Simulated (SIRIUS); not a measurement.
# In: single point with PBE

In:

```xyz
1
Lattice="-1.6255 1.6255 2.4737 1.6255 -1.6255 2.4737 1.6255 1.6255 -2.4737" Properties=species:S:1:pos:R:3 pbc="T T T"
In    0.0000    0.0000    0.0000
```

```yaml
Program: SIRIUS 7.12.0
Task: single point
Functional: PBE
Potentials_or_basis: SPMS 1.0 PBE (norm-conserving)
Cutoff: 960 eV
Density_cutoff: 3840 eV
k_mesh: 11 × 11 × 11
Occupations: fermi-dirac, width 0.05 eV
Spin: no spin polarisation
Libxc_names: "[\"XC_GGA_X_PBE\", \"XC_GGA_C_PBE\"]"
Energy_tol: 1e-08 Ha
Density_tol: 1e-06
Mixer: anderson
Mixing_beta: 0.7
Max_scf: 100
Radial_cutoff_for_the_potentials'_integrals: 6.5 bohr
```

* Pressure: 2.1 GPa
* Band gap on the k mesh: none (metal or under the smearing width)

Stress tensor (GPa, compression positive):
```
2.26 0.00 0.00
0.00 2.26 0.00
0.00 0.00 1.71
```

Wall time 25 s on 1 thread of AMD EPYC 9R45 96-Core Processor (Zen 5), with other jobs on the host, peak memory 0.38 GiB.
